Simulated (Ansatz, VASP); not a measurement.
BaTiO3: programs and potentials compared

```xyz
5
Lattice="4.0060 0.0000 0.0000 0.0000 4.0060 0.0000 0.0000 0.0000 4.0060" Properties=species:S:1:pos:R:3 pbc="T T T"
Ba    2.0030    2.0030    2.0030
Ti    0.0000    0.0000    0.0000
O     0.0000    0.0000    2.0030
O     0.0000    2.0030    0.0000
O     2.0030    0.0000    0.0000
```

Alike in all runs: task equation of state; functional PBE; k mesh 7 × 7 × 7; occupations fermi-dirac, width 0.05 eV; no spin polarisation; no spin-orbit coupling.

```csv
program and potentials,plane-wave cutoff (eV),notes,equilibrium volume (Å³/atom),bulk modulus (GPa)
"Ansatz, Ansatz PAW",420,-,12.99,162.8
"Ansatz, Ansatz PAW (earlier soft set)",420,-,12.99,162.7
"Ansatz, all-electron LAPW, scalar-relativistic",-,-,?,?
"VASP, PBE PAW files Ba_sv, O, Ti_sv, 520 eV",520,-,13.13,160.8
```

Problem. Estimate from the other rows what the run with Ansatz, all-electron LAPW, scalar-relativistic gave.

Solution. Equilibrium volume 12.99 Å³/atom; bulk modulus 162.6 GPa. The other rows, which needn't bracket it: equilibrium volume 12.99 to 13.13; bulk modulus 160.8 to 162.8.
